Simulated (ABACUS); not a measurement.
Input of an ABACUS 3.10.1 run:

Contents of INPUT:

```
INPUT_PARAMETERS
suffix              BN
calculation         scf
basis_type          pw
pseudo_dir          ./
latname             fcc
symmetry            1
dft_functional      MGGA_X_M06_L+MGGA_C_M06_L
ecutwfc             97
pseudo_rcut         10
nspin               1
nbands              14
ks_solver           dav
smearing_method     fd
smearing_sigma      0.00367493
scf_thr             1e-08
scf_nmax            100
mixing_type         broyden
mixing_beta         0.7
cal_force           1
cal_stress          1
mixing_tau          1
out_chg             1
kpar                4
```

File STRU:

```
ATOMIC_SPECIES
N 14.0070 N_ONCV_PBE-1.2.upf
B 10.8100 B_ONCV_PBE-1.2.upf

LATTICE_CONSTANT
6.8521507073

ATOMIC_POSITIONS
Direct

N
0.0
1
0.7500000000 0.7500000000 0.7500000000 1 1 1

B
0.0
1
0.0000000000 0.0000000000 0.0000000000 1 1 1
```

The input KPT:

```
K_POINTS
0
Gamma
8 8 8 0 0 0
```

Potentials or basis: SG15 ONCV 1.2 PBE, plane waves.

Run with:

```bash
$ OMP_NUM_THREADS=1 mpirun -np 4 abacus > log
```

**Question.** What does it give for the pressure?

**Answer.** -5.3 GPa.

**Question.** Predict the band gap on the k mesh.

**Answer.** 4.82 eV, indirect (least direct gap 9.29 eV).

Caveat: the potentials were made for another functional, which shifts forces and pressure.

**The experiment to reproduce.**

From a printed reference work, monograph, for a bulk crystal of BN at 300 K: band gap 6.4 eV (indirect).

A measured gap of BN is 6.4 eV (indirect; 300 K; a printed reference work, monograph); the calculated 4.82 eV misses it by -1.58 eV. The value is that of M06-L on a finite k mesh, which can miss the band edges, without temperature or zero-point motion. The cell is a database's relaxed one, not the measured one, which moves gaps too.
